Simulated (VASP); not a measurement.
# CaSe (Fm-3m) in VASP: single point with PBE0

Aim: the single point of CaSe with PBE0.

Program: VASP 6.6.1. These are calculated values, not measurements. Logs are shortened: lines on timing, memory, paths and dates and some standing lists are left out, and cuts for length are marked.

**What was measured.**

From a printed reference work, monograph, original work of 1988, for a bulk crystal of CaSe at 2 K: band gap 3.85 eV (indirect).

The runs below are set against these values where they give the same quantity.

## Step 1: The cell of the first run

It takes space group Fm-3m (No. 225, cubic). Conventional cell: a = 5.951 Å, b = 5.951 Å, c = 5.951 Å, α = 90.00°, β = 90.00°, γ = 90.00°. Se (site symmetry m-3m) has 6 Ca at 2.98 Å within 3.9 Å. Within 3.9 Å of Ca (site symmetry m-3m) lie 6 Se at 2.98 Å.

## Step 2: Single point, PBE0

POSCAR

```
CaSe
1.0
    0.0000000000      2.9755767295      2.9755767295
    2.9755767295      0.0000000000      2.9755767295
    2.9755767295      2.9755767295      0.0000000000
Se Ca
1 1
Direct
    0.5000000000      0.5000000000      0.5000000000
    0.0000000000      0.0000000000      0.0000000000
```

INCAR.step1

```
SYSTEM = CaSe
  PREC = Accurate
  ENCUT = 520
  EDIFF = 1E-5
  ISMEAR = -1
  SIGMA = 0.05
  LREAL = .FALSE.
  LASPH = .TRUE.
  NELM = 60
  ALGO = Normal
  ISIF = 2
  LWAVE = .TRUE.
  NBANDS = 15
  GGA = PE
```

INCAR.step2

```
SYSTEM = CaSe
  PREC = Accurate
  ENCUT = 520
  EDIFF = 1E-6
  ISMEAR = -1
  SIGMA = 0.05
  LREAL = .FALSE.
  LASPH = .TRUE.
  NELM = 60
  ALGO = Normal
  ISIF = 2
  LWAVE = .FALSE.
  LCHARG = .TRUE.
  GGA = PE
  LHFCALC = .TRUE.
  AEXX = 0.25
  PRECFOCK = Normal
  LELF = .TRUE.
  LVHAR = .TRUE.
  NBANDS = 15
  ISTART = 1
```

KPOINTS

```
regular mesh
0
G
  6 6 6
  0 0 0
```

Potentials or basis: VASP PAW PBE potentials, release 64 (Se, Ca_sv).

Run with:

```console
cat potpaw_PBE.64/Se/POTCAR potpaw_PBE.64/Ca_sv/POTCAR > POTCAR
cp INCAR.step1 INCAR
mpirun -np 1 vasp_std > vasp.out
cp INCAR.step2 INCAR
mpirun -np 1 vasp_std > vasp.out
```

OUTCAR:

```text
SYSTEM = CaSe
   PREC = Accurate
   ENCUT = 520
   EDIFF = 1E-6
   ISMEAR = -1
   LREAL = .FALSE.
   LASPH = .TRUE.
   NELM = 60
   ISIF = 2
   GGA = PE
   LHFCALC = .TRUE.
   AEXX = 0.25
   PRECFOCK = Normal
   ISTART = 1

 ion  position               nearest neighbor table
   1  0.500  0.500  0.500-   2 2.98   2 2.98   2 2.98   2 2.98   2 2.98   2 2.98
   2  0.000  0.000  0.000-   1 2.98   1 2.98   1 2.98   1 2.98   1 2.98   1 2.98

  LATTYP: Found a face centered cubic cell.
 ALAT       =     5.9511534590

  Lattice vectors:

 A1 = (   0.0000000000,   2.9755767295,   2.9755767295)
 A2 = (   2.9755767295,   0.0000000000,   2.9755767295)
 A3 = (   2.9755767295,   2.9755767295,   0.0000000000)

Analysis of symmetry for initial positions (statically):
=====================================================================
 Subroutine PRICEL returns:
 Original cell was already a primitive cell.

 Routine SETGRP: Setting up the symmetry group for a
 face centered cubic supercell.

 Subroutine GETGRP returns: Found 48 space group operations
 (whereof 48 operations were pure point group operations)
 out of a pool of 48 trial point group operations.

The static configuration has the point symmetry O_h .

Analysis of symmetry for dynamics (positions and initial velocities):
=====================================================================
 Subroutine PRICEL returns:
 Original cell was already a primitive cell.

 Routine SETGRP: Setting up the symmetry group for a
 face centered cubic supercell.

 Subroutine GETGRP returns: Found 48 space group operations
 (whereof 48 operations were pure point group operations)
 out of a pool of 48 trial point group operations.

The dynamic configuration has the point symmetry O_h .

 Subroutine INISYM returns: Found 48 space group operations
 (whereof 48 operations are pure point group operations),
 and found     1 'primitive' translations

----------------------------------------------------------------------------------------

                                     Primitive cell

  volume of cell :      52.6919

  direct lattice vectors                    reciprocal lattice vectors
     0.000000000  2.975576730  2.975576730    -0.168034652  0.168034652  0.168034652
     2.975576730  0.000000000  2.975576730     0.168034652 -0.168034652  0.168034652
     2.975576730  2.975576730  0.000000000     0.168034652  0.168034652 -0.168034652

  length of vectors
     4.208100967  4.208100967  4.208100967     0.291044555  0.291044555  0.291044555

  position of ions in fractional coordinates (direct lattice)
     0.500000000  0.500000000  0.500000000
     0.000000000  0.000000000  0.000000000

  ion indices of the primitive-cell ions
   primitive index   ion index
                 1           1
                 2           2

----------------------------------------------------------------------------------------

 KPOINTS: regular mesh

Automatic generation of k-mesh.
 Grid dimensions read from file:
 generate k-points for:    6    6    6

 Generating k-lattice:

  Cartesian coordinates                     Fractional coordinates (reciprocal lattice)
    -0.028005775  0.028005775  0.028005775     0.166666667  0.000000000  0.000000000
     0.028005775 -0.028005775  0.028005775     0.000000000  0.166666667  0.000000000
     0.028005775  0.028005775 -0.028005775     0.000000000  0.000000000  0.166666667

  Length of vectors
     0.048507426  0.048507426  0.048507426

  Shift w.r.t. Gamma in fractional coordinates (k-lattice)
     0.000000000  0.000000000  0.000000000

 Subroutine IBZKPT returns following result:
 ===========================================

 Found     16 irreducible k-points:

 Following reciprocal coordinates:
            Coordinates               Weight
  0.000000  0.000000  0.000000      1.000000
  0.166667  0.000000  0.000000      8.000000
  0.333333  0.000000  0.000000      8.000000
  0.500000  0.000000  0.000000      4.000000
  0.166667  0.166667  0.000000      6.000000
  0.333333  0.166667  0.000000     24.000000
[... 8 lines left out ...]
 -0.333333  0.333333  0.166667     24.000000
 -0.333333  0.500000  0.166667     12.000000
   k-points           NKPTS =     16   k-points in BZ     NKDIM =    216   number of bands    NBANDS=     15
   number of dos      NEDOS =    301   number of ions     NIONS =      2
   total plane-waves  NPLWV =  32768
   dimension x,y,z NGX =    32 NGY =   32 NGZ =   32
   dimension x,y,z NGXF=    64 NGYF=   64 NGZF=   64
   ions per type =               1   1
   NGX,Y,Z   is equivalent  to a cutoff of  12.64, 12.64, 12.64 a.u.
   NGXF,Y,Z  is equivalent  to a cutoff of  25.28, 25.28, 25.28 a.u.
 SYSTEM =  CaSe
   PREC   = accura    normal or accurate (medium, high low for compatibility)
   ISTART =      1    job   : 0-new  1-cont  2-samecut
   ICHARG =      0    charge: 1-file 2-atom 10-const
   ISPIN  =      1    spin polarized calculation?
   LNONCOLLINEAR =      F non collinear calculations
   LSORBIT =      F    spin-orbit coupling
   LASPH  =      T    aspherical Exc in radial PAW
   ENCUT  =  520.0 eV  38.22 Ry    6.18 a.u.   7.82  7.82  7.82*2*pi/ulx,y,z
   NELM   =     60;   NELMIN=  2; NELMDL=  0     # of ELM steps
   EDIFF  = 0.1E-05   stopping-criterion for ELM
   LREAL  =      F    real-space projection
   EDIFFG = 0.1E-04   stopping-criterion for IOM
   NSW    =      0    number of steps for IOM
   IBRION =     -1    ionic relax: 0-MD 1-quasi-New 2-CG
   NFREE  =      0    steps in history (QN), initial steepest desc. (CG)
   ISIF   =      2    stress and relaxation
   ISYM   =      3    0-nonsym 1-usesym 2-fastsym
   POTIM  = 0.5000    time-step for ionic-motion
   TEBEG  =    0.0;   TEEND  =   0.0 temperature during run
   PSTRESS=    0.0 pullay stress
   NELECT =      16.0000    total number of electrons
   NUPDOWN=      -1.0000    fix difference up-down
   EMIN   =  10.00;   EMAX   =-10.00  energy-range for DOS
   EFERMI =   0.00;   METHOD = LEGACY
   ISMEAR =    -1;   SIGMA  =   0.05  broadening in eV -4-tet -1-fermi 0-gaus
   EFERMI_NEDOS =   21; number of points for ismear=-14 and -15
   IALGO  =     38    algorithm
   IMIX   =      1    mixing-type and parameters
     AMIX     =   0.40;   BMIX     =  1.00
     AMIX_MAG =   1.60;   BMIX_MAG =  1.00
  volume/ion in A,a.u.               =      26.35       177.79
  Fermi-wavevector in a.u.,A,eV,Ry     =   1.100357  2.079374 16.473742  1.210786
  Thomas-Fermi vector in A             =   2.236767
   LORBIT       =      0    0 simple, 1 ext, 2 COOP (PROOUT), +10 PAW based schemes
   GGA     = PE    functional components
   LHFCALC =     T    Hartree Fock is set to
   PRECFOCK=normal    Normal, Fast or Accurate (Low or Medium for compatibility)
   ENCUT4O =  -1.0   cutoff for four orbital integrals eV
   NKREDX  =     1    reduce k-point grid by
   NKREDY  =     1    reduce k-point grid by
   NKREDZ  =     1    reduce k-point grid by
   AEXX    =    0.2500 exact exchange contribution
   HFSCREEN=    0.0000 screening length (either q_TF or 0.3 A-1)
   HFSCREENC=   0.0000 screening length for correlation (either q_TF or 0.3 A-1)
   ENCUTFOCK=  -1.0 apply spherical cutoff to Coloumb kernel
   IVDW    =     0    specifies the selected vdW correction
   LEPSILON=     F    determine dielectric tensor
   LRPA    =     F    only Hartree local field effects (RPA)
 non-spin polarized calculation
  energy-cutoff  :      520.00
  volume of cell :       52.69
 maximum number of plane-waves:      1435
  NGX = 24; NGY = 24; NGZ = 24

 number of electron      15.9999996 magnetization

 Free energy of the ion-electron system (eV)
  ---------------------------------------------------
  ext. energy  EPLUGINS =         0.00000000
  ---------------------------------------------------
  free energy    TOTEN  =       -11.23394905 eV

  energy without entropy =      -11.23394905  energy(sigma->0) =      -11.23394905

 E-fermi :   2.4153     XC(G=0):  -7.1821

 val. band max:        1.3929501411   @ k =   0.0000   0.0000   0.0000
 cond. band min:       5.1123628023   @ k =   0.5000   0.5000   0.0000
 fundamental gap:      3.7194126612
 Fermi energy:         2.4152976131

 k-point     1 :       0.0000    0.0000    0.0000
  band No.  band energies     occupation
      1     -41.5599      2.00000
      2     -21.0653      2.00000
      3     -21.0653      2.00000
      4     -21.0653      2.00000
      5     -11.5179      2.00000
      6       1.3930      2.00000
      7       1.3930      2.00000
      8       1.3930      2.00000
      9       6.2497      0.00000
     10       7.0539      0.00000
     11       7.0539      0.00000
     12       7.0539      0.00000
     13       7.6816      0.00000
     14       7.6816      0.00000
     15      12.7790      0.00000

 k-point     2 :       0.1667    0.0000    0.0000
  band No.  band energies     occupation
      1     -41.5583      2.00000
      2     -21.0954      2.00000
      3     -21.0668      2.00000
      4     -21.0668      2.00000
      5     -11.3422      2.00000
      6       0.1473      2.00000
      7       1.0069      2.00000
      8       1.0069      2.00000
      9       6.7854      0.00000
     10       7.4549      0.00000
     11       7.4549      0.00000
     12       7.9179      0.00000
     13       8.3988      0.00000
     14       8.3988      0.00000
     15      13.1845      0.00000
[... 221 lines left out ...]
      3     -21.1120      2.00000
      4     -21.0893      2.00000
      5     -10.7646      2.00000
      6      -1.3631      2.00000
      7      -0.5838      2.00000
      8      -0.0383      2.00000
      9       7.7639      0.00000
     10       7.8681      0.00000
     11       9.1751      0.00000
     12       9.5062      0.00000
     13       9.6803      0.00000
     14      11.1387      0.00000
     15      12.1627      0.00000

 k-point    16 :      -0.3333    0.5000    0.1667
  band No.  band energies     occupation
      1     -41.5510      2.00000
      2     -21.1384      2.00000
      3     -21.1125      2.00000
      4     -21.1038      2.00000
      5     -10.7938      2.00000
      6      -1.1328      2.00000
      7      -0.3280      2.00000
      8      -0.2358      2.00000
      9       6.5131      0.00000
     10       8.4810      0.00000
     11       8.9085      0.00000
     12       9.4193      0.00000
     13       9.8288      0.00000
     14      10.3552      0.00000
     15      12.8490      0.00000

------------------------ aborting loop because EDIFF is reached ----------------------------------------

  FORCE on cell =-STRESS in cart. coord.  units (eV):
  Direction    XX          YY          ZZ          XY          YZ          ZX
  --------------------------------------------------------------------------------------
  -------------------------------------------------------------------------------------
  Total       -0.0711163     -0.0711163     -0.0711163      0.0000000      0.0000000      0.0000000
  in kB       -2.1623998     -2.1623998     -2.1623998      0.0000000      0.0000000      0.0000000
  external PRESSURE =      -2.1623998 kB  Pullay stress =       0.0000000 kB

 VOLUME and BASIS-vectors are now :
 -----------------------------------------------------------------------------
  energy-cutoff  :      520.00
  volume of cell :       52.69
      direct lattice vectors                 reciprocal lattice vectors
     0.000000000  2.975576730  2.975576730    -0.168034652  0.168034652  0.168034652
     2.975576730  0.000000000  2.975576730     0.168034652 -0.168034652  0.168034652
     2.975576730  2.975576730  0.000000000     0.168034652  0.168034652 -0.168034652

 POSITION                                       TOTAL-FORCE (eV/Angst)
 -----------------------------------------------------------------------------------
      2.97558      2.97558      2.97558         0.000000      0.000000     -0.000000
      0.00000      0.00000      0.00000        -0.000000     -0.000000      0.000000
 -----------------------------------------------------------------------------------
    total drift:                               -0.000000     -0.000000     -0.000000

  FREE ENERGIE OF THE ION-ELECTRON SYSTEM (eV)
  ---------------------------------------------------
  free  energy   TOTEN  =       -11.2339490472 eV

  energy  without entropy=      -11.2339490471  energy(sigma->0) =      -11.23394905
```

Run time: 45 min. Hardware: 1 thread of Intel Xeon 8259CL, shared host; peak memory 0.21 GiB.

Results:

| Property | Result |
| --- | --- |
| Free energy | -11.2339 eV |
| Pressure | -0.2 GPa |
| Band gap on the k mesh | 3.72 eV (least direct gap 4.76 eV) |

Caveat: the PAW data sets were made with another functional, which shifts forces and pressure a little.

## Step 3: How close it comes

Step 2. Against the measured gap of CaSe, 3.85 eV (indirect; 2 K; a printed reference work, monograph, original work of 1988), the calculated 3.72 eV is off by -0.13 eV. Spin-orbit coupling on Se is left out. The value is that of PBE0 on a finite k mesh, which can miss the band edges, without temperature or zero-point motion.
